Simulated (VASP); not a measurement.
Runs of VASP 6.6.1 on WC (Qusongite). The structure is hexagonal, space group P-6m2 (No. 187). The conventional cell has a = 2.907 Å, b = 2.907 Å, c = 2.837 Å, α = 90.00°, β = 90.00°, γ = 120.00°. Around W (site symmetry -6m2) lie 6 C at 2.20 Å. C (site symmetry -6m2) is surrounded by 6 W at 2.20 Å. 

| task | level | cell | cutoff (eV) | smearing | gap on the mesh (eV) | pressure (GPa) | relaxed volume (Å³/atom) |
| --- | --- | --- | --- | --- | --- | --- | --- |
| relaxation of cell and atoms | PBEsol+D3 | relaxed | 600 | fermi-dirac 0.05 eV | none | 0.0 | (a) |
| relaxation of cell and atoms | PBE+D3 | relaxed | 600 | fermi-dirac 0.05 eV | none | 0.0 | 10.42 |
| relaxation of cell and atoms | PBEsol+D3(BJ) | relaxed | 600 | fermi-dirac 0.05 eV | none | 0.0 | (c) |
| relaxation of cell and atoms | PBE+D3(BJ) | relaxed | 600 | fermi-dirac 0.05 eV | none | 0.0 | 10.36 |
| relaxation of cell and atoms | PBE+TS | relaxed | 600 | fermi-dirac 0.05 eV | none | 0.0 | 10.34 |
| single point | PBE | as given | 520 | gaussian 0.028 eV | none | (b) | - |
| relaxation of cell and atoms | PBE+D4 | relaxed | 600 | fermi-dirac 0.05 eV | none | 0.1 | 10.37 |
| relaxation of cell and atoms | PBE+rVV10 | relaxed | 600 | fermi-dirac 0.05 eV | none | 0.1 | 10.50 |

Alike in all rows: potentials or basis VASP PAW PBE potentials, release 64 (W_sv, C); no spin polarisation; k mesh 10 × 10 × 9.

Problem. Fill in the values left out.

Solution. (a) 10.22; (b) 6.7; (c) 10.14.

Caveats: pairwise dispersion overbinds metals, which lowers pressure and volume (some runs); the PAW data sets were made with another functional, which shifts forces and pressure a little (some runs); atom-pairwise D2, TS and ULG terms overbind metals (some runs).

A k mesh can miss the band edges, and the runs leave out spin-orbit coupling on W.

A gap of «none» marks a metal or a gap under the smearing width.
